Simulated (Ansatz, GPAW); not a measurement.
# Geometry or basis: what sets the conductance of CN in line between two Au chains, part 2 of 3

Wanted: T(E) of CN in line between two Au chains at a relaxed geometry in two programs, beside the unrelaxed structure.

GPAW 26.7.0 and Ansatz 0.2.0; Ansatz plane waves; relaxation of the junction with the lead ends held (the session's first sound run).

So far. Step 2 (Relaxing the atoms): The relaxation lowered the energy of the cell by 0.609 eV.

## (3) Plane-wave reference (PBE)

A plane-wave run comes first: its basis does not favour the atoms, so it serves as the reference for the orbital bases.

This step: Ansatz plane waves; Landauer transmission by layers, zero bias (Ansatz 0.2.0).

Input file input.yaml:

```yaml
crystal:
  lattice:
    - [9.0, 0.0, 0.0]
    - [0.0, 9.0, 0.0]
    - [0.0, 0.0, 33.6341]
  atoms:
    - { symbol: Au, position: [0.5, 0.5, 0.0386512498] }
    - { symbol: Au, position: [0.5, 0.5, 0.1159537493] }
    - { symbol: Au, position: [0.5, 0.5, 0.1932562489] }
    - { symbol: Au, position: [0.5, 0.5, 0.2705587484] }
    - { symbol: Au, position: [0.5871148199, 0.4849785468, 0.3473257213] }
    - { symbol: Au, position: [0.506743057, 0.4942858617, 0.4238559609] }
    - { symbol: C, position: [0.5033820642, 0.4926880116, 0.482567439] }
    - { symbol: "N", position: [0.5030101856, 0.4921354246, 0.5174620054] }
    - { symbol: Au, position: [0.4992506365, 0.4863073409, 0.5780565647] }
    - { symbol: Au, position: [0.4738425798, 0.4105809276, 0.6530844635] }
    - { symbol: Au, position: [0.5, 0.5, 0.7294412516] }
    - { symbol: Au, position: [0.5, 0.5, 0.8067437511] }
    - { symbol: Au, position: [0.5, 0.5, 0.8840462507] }
    - { symbol: Au, position: [0.5, 0.5, 0.9613487502] }
kpoints:
  mp_grid: { grid: [1, 1, 3] }
hamiltonian:
  xc: pbe
scf:
  occupations: { method: fermi_dirac, width: 0.1 }
output:
  transmission:
    leads: [[0, 1]]
    e_range: [-2, 2]
    de: 0.025
    kmesh: [1, 1]
    reduced_basis: true
  write_potential: true
  write_density: true
  volumetric_format: npy
```

Started as:

```console
ansatz run input.yaml --threads 4 --pin off --max-ram 8192MiB --backend cpu --events-out ev --progress --plain --runs-dir out
```

Numbers of over 12 decimals in the logs are rounded to 6 here.

What it wrote:

```text
[...]
Crystal: 14 atoms, lattice volume = 2724.362 Å³
Basis set: ecut = 420 eV, 53261 PW (Γ)
Bands: 143, of which v1, the nominal top of the filled ones, is band 119 counted from 1 (118 counted from 0)
Symmetry: 1 space group operations
[...]
k-points: 2 of 3 (time reversal used)
[...]
SCF iter   1: F=—  HF=-158409.225496 eV  |F-HF|=—  |Δ(HF+E_count)|=         —  Δρ=2.49e-3  dr2=3.14e-1  ethr=1.77e-3  ⟨swp⟩=8.5  Hψ=1094  notcnv=0  defer=24
[...]
SCF iter  12: F=-158409.182096 eV  HF=-158409.182096 eV  |F-HF|=4.35e-8  |Δ(HF+E_count)|=   2.98e-8  Δρ=9.98e-7  dr2=6.92e-8  ethr=4.22e-11  ⟨swp⟩=22.5  Hψ=1271  notcnv=0
SCF 1 converged in 12 iterations: F = -158409.182096 eV  dr2 = 6.92e-8
[...]
transmission: 43 of 258 steps passed
transmission: 86 of 258 steps passed
[...]
transmission: 258 of 258 steps passed
WARN: The output density's exchange-correlation potential varies sharply where the density is thin. Do not read a vacuum level from v_tot or v_xc, or from such a field of the output density. On a cell that repeats whose density bears no net charge and no dipole along the vacuum's axis use v_es (v_loc + v_h of the components); under efield.dipole_correction with no amplitude use v_es + v_field, which holds any externa [...]
SCF converged after 12 iterations
Free energy (F): -158409.182096 eV
[...]
Internal energy: -158408.784006 eV  (E = F + TS)
E sigma→0 (E₀):  -158408.983051 eV
Entropy (-TS):   -0.398090 eV (-28.435 meV/atom)
Fermi energy:    -4.374471 eV
[...]
--- Band table (eV) ---
  k-point 0: bands = [... 115 lower, -4.6676, -4.5686, -4.5662, -4.5568, -4.0342, -3.3092, -2.2219, -1.5103, ... 20 higher]
  k-point 1: bands = [... 115 lower, -4.6621, -4.5717, -4.5676, -4.5212, -4.0895, -3.2358, -2.3332, -1.3746, ... 20 higher]
--- Transmission ---
  basis      : 717 plane waves across, 43 finite elements along
  points     : 1, standing for a mesh of 1 x 1
  filling    : by the input's occupations and mesh, since the crystals that have channels conduct as metals do. If one of these is a semiconductor, that mesh has misplaced its level
  energies   : 161 from -2.000000 to 2.000000 eV about the Fermi level, 0.025000 eV apart; the leads are filled to 0.000000 eV, and channels, transmission and decay are at 0.000000 eV
  crystal 0  : Au1, at the sites [0, 1], period 2.6000 Å, over 20.80 Å; its Hamiltonian steps by up to 48.2 meV: too much for a lead, lay more layers or, if its atoms are ordered, name the step of that order
    offset         : up to 0.0000 Å between an atom of the period and one for which it stands
    filled         : 100.7 meV over the level at which it is neutral
    channels       : 1.000000e0 a spin
    conductance    : 9.7705e13 S/m² at 300 K; may be off by some 0.0 % by where its bands' edges are placed, 66.3 % from the distance to neutral
  junction   : crystal 0 to crystal 0, 0.70 to 31.73 Å
    transmission   : 5.271676e-2 a spin
    error estimate : 1.662070e-6 a spin from the reduction of the transverse basis, at the most 1.022226e-2 at -1.875000 eV
    conductance    : 5.0905e12 S/m² at 300 K (5.0976e12 on every other energy)
    error estimate : 0.1 % from the energy spacing and 0.0 % from band edges of the leads and from resonances (wavevectors taken as independent; lower de), 0.0 % from the reduction of the transverse basis, 21.3 % from the steps of its leads' Hamiltonians or their offsets (lay more layers), 31.9 % from the distance to neutral
    resistance     : 1.8621e-1 Ω µm² beyond half of each lead's own
```

Elapsed: 58 s, on 4 threads of Intel Xeon 6975P-C (Granite Rapids), shared host; peak memory 3.5 GiB.

In the SCF lines HF is the Harris–Foulkes energy and dr2 the Hartree energy of the density residual, in eV; the loop may stop once dr2 is under the threshold and the program's other checks hold. Hψ counts applications of the Hamiltonian.

This step gave:

```yaml
free_energy: -158409.1821 eV
lead_level: 0 eV from the Fermi level
transmission_at_the_fermi_level_one_spin: 0.05272
open_channels_of_the_lead_at_the_fermi_level_one_spin: 1
step_of_the_potential_along_the_lead: 48.2 meV
offset_of_the_lead: 0 Å
filling_of_the_lead_less_its_bulk_value_in_size: 100.7 meV
conductance: 0.05322 G₀
```

One spin. Transmission, zone mean against energy, zero at the Fermi level:

energy (eV), transmission, zone mean and a bar:
```
   -2.000       1.75 ###########################
   -1.900       1.88 #############################
   -1.800       1.88 #############################
   -1.725       1.96 ##############################
   -1.700       1.88 #############################
   -1.600       0.67 ##########
   -1.500       1.08 ################
   -1.425       1.51 #######################
   -1.400       1.09 ################
   -1.300       1.34 ####################
   -1.250       1.56 ########################
   -1.200       0.83 ############
   -1.100       1.11 #################
   -1.075       1.48 #######################
   -1.000       1.30 ####################
   -0.900       1.22 ###################
   -0.800       1.21 ##################
   -0.700       0.90 ##############
   -0.600       0.52 ########
   -0.500       0.22 ###
   -0.400       0.12 #
   -0.300       0.09 #
   -0.200       0.10 #
   -0.100       0.07 #
    0.000       0.05 
    0.100       0.04 
    0.200       0.04 
    0.300       0.03 
    0.400       0.03 
    0.500       0.03 
    0.600       0.03 
    0.700       0.03 
    0.800       0.03 
    0.900       0.03 
    1.000       0.03 
    1.100       0.03 
    1.200       0.03 
    1.300       0.03 
    1.400       0.03 
    1.500       0.03 
    1.600       0.04 
    1.700       0.04 
    1.800       0.04 
    1.900       0.05 
    2.000       0.05
```

One spin. Open channels, zone mean against energy, zero at the Fermi level:

```csv
energy (eV),"open channels, zone mean"
-2.000,3
-1.900,3
-1.800,3
-1.700,3
-1.600,3
-1.500,3
-1.400,5
-1.300,5
-1.200,5
-1.100,5
-1.000,6
-0.900,4
-0.800,4
-0.700,4
-0.600,4
-0.500,4
-0.400,4
-0.300,4
-0.200,3
-0.100,1
0.000,1
0.100,1
0.200,1
0.300,1
0.400,1
0.500,1
0.600,1
0.700,1
0.800,1
0.900,1
1.000,1
1.100,1
1.200,1
1.300,1
1.400,1
1.500,1
1.600,1
1.700,1
1.800,1
1.900,1
2.000,1
```

Crystal 0, spin -, k parallel (0, 0); distinct values, listed up to 1.5 1/Å. Table of Im kz of the slowest decaying states by energy, zero at the Fermi level:

```csv
energy (eV),decay 1 (Å⁻¹),decay 2 (Å⁻¹),decay 3 (Å⁻¹),decay 4 (Å⁻¹)
-2.000,0.628,0.713,0.713,1.45
-1.800,0.558,0.587,0.588,1.44
-1.600,0.397,0.398,0.476,1.42
-1.400,0.372,1.40,1.40,1.40
-1.200,0.221,1.38,1.38,1.38
-1.000,1.36,1.36,1.47,-
-0.800,0.337,0.337,1.34,1.35
-0.600,0.524,0.524,1.32,1.33
-0.400,0.639,0.639,1.30,1.31
-0.200,0.0962,0.722,0.722,1.28
0.000,0.124,0.124,0.248,0.788
0.200,0.198,0.198,0.337,0.841
0.400,0.245,0.245,0.406,0.885
0.600,0.280,0.280,0.462,0.924
0.800,0.306,0.306,0.508,0.957
1.000,0.327,0.327,0.548,0.986
1.200,0.343,0.343,0.582,1.01
1.400,0.355,0.355,0.612,1.03
1.600,0.363,0.363,0.638,1.06
1.800,0.368,0.368,0.661,1.05
2.000,0.370,0.370,0.682,1.03
```

Crystal 0, spin -, k parallel (0, 0). Re kz of states that move upwards against energy, zero at the Fermi level:

```csv
energy (eV),channel 1 (Å⁻¹),channel 2 (Å⁻¹),channel 3 (Å⁻¹),channel 4 (Å⁻¹),channel 5 (Å⁻¹),channel 6 (Å⁻¹)
-2.000,-0.692,-0.692,0.645,-,-,-
-1.800,-0.628,-0.628,0.673,-,-,-
-1.600,-0.568,-0.567,0.702,-,-,-
-1.400,-0.510,-0.510,0.254,0.254,0.733,-
-1.200,-0.453,-0.453,0.594,0.594,0.767,-
-1.000,-0.396,-0.396,0.206,0.806,0.906,0.906
-0.800,-0.338,-0.338,0.366,0.854,-,-
-0.600,-0.276,-0.275,0.473,0.916,-,-
-0.400,-0.205,-0.204,0.554,1.01,-,-
-0.200,-0.108,-0.107,0.619,-,-,-
0.000,0.670,-,-,-,-,-
0.200,0.712,-,-,-,-,-
0.400,0.747,-,-,-,-,-
0.600,0.777,-,-,-,-,-
0.800,0.804,-,-,-,-,-
1.000,0.828,-,-,-,-,-
1.200,0.851,-,-,-,-,-
1.400,0.872,-,-,-,-,-
1.600,0.893,-,-,-,-,-
1.800,0.912,-,-,-,-,-
2.000,0.931,-,-,-,-,-
```

The electrostatic potential energy of an electron (with the applied field's), less the Fermi level, planar mean oscillates, so the rows of the table below give means over windows of 2.54 Å about each position, cut where the curve ends. Its maxima inside the range that stand out by 2 % of the span (Å: eV): 2.5: 6.09, 5.2: 6.08, 7.8: 6.09, 10.5: 6.00, 12.9: 5.94, 15.4: 5.94, 16.9: 5.78, 18.2: 6.07, 20.8: 6.01, 23.2: 6.00, 25.9: 6.10, 28.4: 6.08, 31.1: 6.09. Its minima: 1.3: 4.48, 3.9: 4.44, 6.4: 4.50, 9.1: 4.42, 11.7: 4.42, 14.2: 4.35, 16.1: 5.14, 17.3: 5.33, 19.4: 4.43, 22.0: 4.47, 24.5: 4.43, 27.2: 4.51, 29.7: 4.45, 32.3: 4.47.

Electrostatic potential energy of an electron (with the applied field's), less the Fermi level, planar mean against z; means over each step:

```csv
z (Å),"electrostatic potential energy of an electron (with the applied field's), less the Fermi level, planar mean (eV)"
1.27,5.27
3.81,5.26
6.35,5.29
8.89,5.23
11.43,5.21
13.97,5.14
16.51,5.54
19.05,5.23
21.59,5.24
24.13,5.23
26.67,5.30
29.21,5.27
31.75,5.29
```

The valence density, planar mean oscillates, so the rows of the table below give means over windows of 2.54 Å about each position, cut where the curve ends. Its maxima inside the range that stand out by 2 % of the span (Å: e/Å³): 1.3: 0.211, 3.9: 0.211, 6.4: 0.209, 9.1: 0.211, 11.7: 0.212, 14.2: 0.210, 17.3: 0.0586, 19.4: 0.212, 22.0: 0.213, 24.5: 0.211, 27.2: 0.209, 29.7: 0.211, 32.3: 0.211. Its minima: 2.5: 0.0155, 5.2: 0.0150, 7.8: 0.0153, 10.3: 0.0152, 13.0: 0.0152, 15.4: 0.0236, 18.2: 0.0194, 20.6: 0.0169, 23.3: 0.0153, 25.9: 0.0153, 28.4: 0.0150, 31.1: 0.0155.

Valence density, planar mean against z; means over each step:

```csv
z (Å),"valence density, planar mean (e/Å³)"
1.27,0.0920
3.81,0.0919
6.35,0.0921
8.89,0.0919
11.43,0.0923
13.97,0.0919
16.51,0.0413
19.05,0.0936
21.59,0.0927
24.13,0.0917
26.67,0.0917
29.21,0.0912
31.75,0.0911
```

The largest of the program's own error estimates on the conductance is 32 %. T at the Fermi level is 0.0527; the potential still steps by 48.2 meV from one lead period to the next, more than the program accepts for a lead, so the cell is too short for a firm reference, and the program's own error estimates apply.

## (4) GPAW, dzp

Localised orbitals split the wire into layers that couple to their neighbours alone, which is what the Green's function method needs; double zeta with polarisation is the usual level for numbers.

This step: GPAW LCAO, PAW setups; Landauer transmission from Green's functions with principal layers (ASE), zero bias (GPAW 26.7.0).

Input file run.py:

```python
import json
import numpy as np
from ase import Atoms
from ase.transport.calculators import TransportCalculator
from gpaw import GPAW, FermiDirac
from gpaw.lcao.tools import get_lcao_hamiltonian
from scipy.linalg import eigh

# The junction with lead layers at both ends, along the third cell vector
device = Atoms(
    ['Au', 'Au', 'Au', 'Au', 'Au', 'Au', 'C', 'N', 'Au', 'Au', 'Au', 'Au', 'Au', 'Au'],
    positions=[
        [4.50000, 4.50000, 1.30000],
        [4.50000, 4.50000, 3.90000],
        [4.50000, 4.50000, 6.50000],
        [4.50000, 4.50000, 9.10000],
        [5.28403, 4.36481, 11.68199],
        [4.56069, 4.44857, 14.25601],
        [4.53044, 4.43419, 16.23072],
        [4.52709, 4.42922, 17.40437],
        [4.49326, 4.37677, 19.44241],
        [4.26458, 3.69523, 21.96591],
        [4.50000, 4.50000, 24.53410],
        [4.50000, 4.50000, 27.13410],
        [4.50000, 4.50000, 29.73410],
        [4.50000, 4.50000, 32.33410]],
    cell=[[9.0, 0.0, 0.0], [0.0, 9.0, 0.0], [0.0, 0.0, 33.6341]],
    pbc=True)

# One principal layer of the lead: the first 3 atoms of the device
lead = Atoms(
    ['Au', 'Au', 'Au'],
    positions=[
        [4.50000, 4.50000, 1.30000],
        [4.50000, 4.50000, 3.90000],
        [4.50000, 4.50000, 6.50000]],
    cell=[[9.0, 0.0, 0.0], [0.0, 9.0, 0.0], [0.0, 0.0, 7.8]],
    pbc=True)

settings = dict(mode='lcao', basis='dzp', xc='PBE', h=0.18,
                occupations=FermiDirac(0.1), maxiter=250,
                mixer=dict(beta=0.1, nmaxold=8, weight=100.0),
                convergence=dict(density=0.0001))
energies = np.arange(-2, 2 + 1e-9, 0.025)
eta = 0.0001
n1, n2 = 1, 1
# k and -k transmit alike, so half of the mesh across the current serves
mesh = [(i, j) for i in range(n1) for j in range(n2) if (i, j) <= (-i % n1, -j % n2)]
weights = np.array([1 if (i, j) == (-i % n1, -j % n2) else 2 for i, j in mesh]) / (n1 * n2)

# [... helper functions left out ...]
fermi_lead = ground_state(lead, (1, 1, 15), 'lead.txt')
fermi_device = ground_state(device, (1, 1, 3), 'device.txt')
# [... loop over the mesh left out, but for ...]
        # Shift the lead onto the potential of the device's first layer
        shift = ((H[:, 0, 0] - H0[:, 0, 0]) / S0[0, 0]).real.mean()
# [...]
kT = 8.617333e-5 * 300
bias = [0.1, 0.2, 0.5, 1.0, 1.5, 2.0]
# [... integrals and printing left out ...]
```

Started as:

```console
OMP_NUM_THREADS=1 OPENBLAS_NUM_THREADS=1 python run.py
```

What it wrote:

```text
basis functions: device 206, principal layer 45
Fermi level: lead -4.6464 eV, device -4.6369 eV; lead shifted by 0.0013 eV
largest coupling past the next layer 2.46e-07 eV, largest misfit of the first layer 0.121 eV
  E-E_F (eV)   T (one spin)  [channel counts left out]
    -2.000    1.6912e+00
    -1.975    1.7265e+00
    -1.950    1.7530e+00
    -1.925    1.7719e+00
    -1.900    1.7844e+00
    -1.875    1.7917e+00
    -1.850    1.7953e+00
    -1.825    1.7974e+00
    -1.800    1.8012e+00
    -1.775    1.8108e+00
    -1.750    1.8324e+00
    -1.725    1.8701e+00
    -1.700    1.8941e+00
    -1.675    1.6046e+00
    -1.650    3.6513e-01
    -1.625    2.7658e-01
[...]
1.825    4.4076e-02
     1.850    4.4983e-02
     1.875    4.5921e-02
     1.900    4.6892e-02
     1.925    4.7897e-02
     1.950    4.8935e-02
     1.975    5.0008e-02
     2.000    5.1116e-02
conductance at 300 K: 0.055217 G0 a cell; thermopower 16.56 uV/K
current from the zero-bias T(E) at 0.1 V: 0.43065 uA
current from the zero-bias T(E) at 0.2 V: 0.88058 uA
current from the zero-bias T(E) at 0.5 V: 2.4083 uA
current from the zero-bias T(E) at 1.0 V: 4.9496 uA
current from the zero-bias T(E) at 1.5 V: 13.141 uA
current from the zero-bias T(E) at 2.0 V: 31.555 uA
```

It took 66 s on 1 thread; peak memory 1.6 GiB.

Numbers from this step:

```yaml
conductance: 0.05522 G₀
largest_coupling_past_the_next_principal_layer: 2.46e-7 eV
largest_misfit_of_the_first_principal_layer: 0.1208 eV
shift_that_aligns_the_lead: 0.001339 eV
basis_functions_of_the_junction: 206
basis_functions_of_a_principal_layer: 45
transmission_at_the_fermi_level_one_spin: 0.05440
```

One spin. Table of transmission, zone mean by energy, zero at the Fermi level:

```csv
energy (eV),"transmission, zone mean"
-2.000,1.69
-1.800,1.80
-1.700,1.89
-1.600,0.531
-1.400,1.35
-1.375,1.43
-1.200,0.948
-1.125,1.39
-1.000,1.12
-0.950,1.27
-0.800,0.0608
-0.775,0.902
-0.600,0.272
-0.400,0.0900
-0.200,0.102
0.000,0.0544
0.200,0.0399
0.400,0.0331
0.600,0.0297
0.800,0.0283
1.000,0.0287
1.200,0.0302
1.400,0.0330
1.600,0.0373
1.800,0.0432
2.000,0.0511
```

Not self-consistent under bias; the bias window is split evenly. Current through one cell, from the zero-bias transmission against bias:

```csv
bias (V),"current through one cell, from the zero-bias transmission (μA)"
0.100,0.431
0.200,0.881
0.500,2.41
1.000,4.95
1.500,13.1
2.000,31.6
```

Transmission of the three most open eigenchannels against energy, zero at the Fermi level:

```csv
energy (eV),channel 1,channel 2,channel 3
-2.000,0.842,0.648,0.201
-1.900,0.865,0.745,0.174
-1.800,0.836,0.827,0.138
-1.700,0.950,0.845,0.0992
-1.600,0.260,0.170,0.100
-1.500,0.423,0.373,0.0820
-1.400,0.657,0.604,0.0915
-1.300,0.379,0.153,0.0505
-1.200,0.654,0.256,0.0387
-1.100,0.694,0.369,0.114
-1.000,0.868,0.241,0.0140
-0.900,0.639,0.501,0.0336
-0.800,0.0362,0.0246,6.3e-5
-0.700,0.326,0.201,0.111
-0.600,0.148,0.0751,0.0490
-0.500,0.0875,0.0241,0.0209
-0.400,0.0712,0.0105,0.00819
-0.300,0.0702,0.00586,0.00326
-0.200,0.101,9.7e-4,3.8e-4
-0.100,0.0707,7.3e-9,3.9e-9
0.000,0.0544,0,0
0.100,0.0457,0,0
0.200,0.0399,0,0
0.300,0.0359,0,0
0.400,0.0331,0,0
0.500,0.0311,0,0
0.600,0.0297,0,0
0.700,0.0289,0,0
0.800,0.0283,0,0
0.900,0.0285,0,0
1.000,0.0287,0,0
1.100,0.0293,0,0
1.200,0.0302,0,0
1.300,0.0314,0,0
1.400,0.0330,0,0
1.500,0.0349,0,0
1.600,0.0373,0,0
1.700,0.0400,0,0
1.800,0.0432,0,0
1.900,0.0469,0,0
2.000,0.0511,0,0
```

At the Fermi level T is 0.0544 against 0.0527 in plane waves. Couplings past the next layer reach 2.5e-7 eV, small enough to drop; the matrix elements of the cell's first layer differ from the bulk lead's by up to 0.12 eV. That layer keeps its own values in the calculation, and only beyond it is the lead taken as perfect. The Fermi levels of lead and junction count from different zeros of potential, one for each periodic cell; with both set to zero, the small remaining shift is what aligns them. Without spin-orbit coupling, which is large for these atoms, channel counts and T are those of the scalar-relativistic bands. By hand: G = 0.05522 × 77.48 μS = 4.28 μS, a resistance of 234 kΩ; at 0.1 V a linear junction would pass 0.428 μA, and the integral over the bias window gives 0.431 μA.

## (5) Single-zeta polarised basis

The second zeta is dropped, the polarisation orbitals stay.

Edit run.py of step 4 so:

```diff
@@ -39,3 +39,3 @@
 
-settings = dict(mode='lcao', basis='dzp', xc='PBE', h=0.18,
+settings = dict(mode='lcao', basis='szp(dzp)', xc='PBE', h=0.18,
                 occupations=FermiDirac(0.1), maxiter=250,
```

What it wrote:

```text
basis functions: device 126, principal layer 27
Fermi level: lead -4.4850 eV, device -4.5142 eV; lead shifted by -0.0116 eV
largest coupling past the next layer 2.47e-07 eV, largest misfit of the first layer 0.139 eV
  E-E_F (eV)   T (one spin)  [channel counts left out]
    -2.000    1.5154e+00
    -1.975    4.7818e-01
    -1.950    4.6605e-01
[...]
1.975    6.3880e-02
     2.000    6.5381e-02
conductance at 300 K: 0.053377 G0 a cell; thermopower 17.44 uV/K
current from the zero-bias T(E) at 0.1 V: 0.41804 uA
current from the zero-bias T(E) at 0.2 V: 0.86534 uA
current from the zero-bias T(E) at 0.5 V: 2.3975 uA
current from the zero-bias T(E) at 1.0 V: 4.804 uA
current from the zero-bias T(E) at 1.5 V: 8.2889 uA
current from the zero-bias T(E) at 2.0 V: 16.371 uA
```

The job ended after 61 s (1 thread; peak memory 1.6 GiB).

Numbers from this step:

```yaml
conductance: 0.05338 G₀
largest_coupling_past_the_next_principal_layer: 2.47e-7 eV
largest_misfit_of_the_first_principal_layer: 0.1386 eV
shift_that_aligns_the_lead: -0.01162 eV
basis_functions_of_the_junction: 126
basis_functions_of_a_principal_layer: 27
transmission_at_the_fermi_level_one_spin: 0.05218
```

The conductance, 0.0534 G₀, lies 3.3 % below that of the dzp run.

(Part 2 of 3 ends here.)

[Logs are printed without paths, hosts, clocks, repeated set-up lines and the standing remarks that a program may print on its own settings, such as how far it seeks lower states.]

[Hosts, paths, dates, database ids (printed as entryN), source tags and the programs' standing remarks are cut or masked in the printed files.]
